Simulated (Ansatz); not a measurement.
Crystal: Ta.

```
Ta
1.0
    -1.65128    1.65128    1.65128
     1.65128   -1.65128    1.65128
     1.65128    1.65128   -1.65128
Ta
1
Cartesian
  0.0000 0.0000 0.0000
```

- Program: Ansatz 0.2.0
- Task: relaxation of cell and atoms
- Functional: PBEsol
- Potentials or basis: Ansatz PAW
- Cutoff: 420 eV (not typed: the program's choice for these potentials)
- k mesh: 11 × 11 × 11
- Occupations: fermi-dirac, width 0.05 eV
- Spin: no spin polarisation

At the start: volume 18.01 Å³/atom.

Problem. Where does the relaxation end?

Solution. It ends after 4 steps and the volume is 17.63 Å³/atom (-2.1 %); space group Im-3m (No. 229, to 0.05 Å).

The path:
```
step  energy change (eV)  largest force (eV/Å)  volume (Å³)
   1              0.0000                0.0000        18.01
   2             -0.0053                0.0000        17.67
   3             -0.0054                0.0000        17.63
   4             -0.0052                0.0000        17.63
```

Final structure:
```xyz
1
Lattice="-1.6396 1.6396 1.6396 1.6396 -1.6396 1.6396 1.6396 1.6396 -1.6396" Properties=species:S:1:pos:R:3 pbc="T T T"
Ta    0.0000    0.0000    0.0000
```

Caveat: the plane-wave basis is chosen anew once the cell has moved, so the energies of steps on either side of that aren't comparable; the PAW data sets come from PBE, with cores solved anew for the run's functional, which leaves a small shift of forces and pressure.
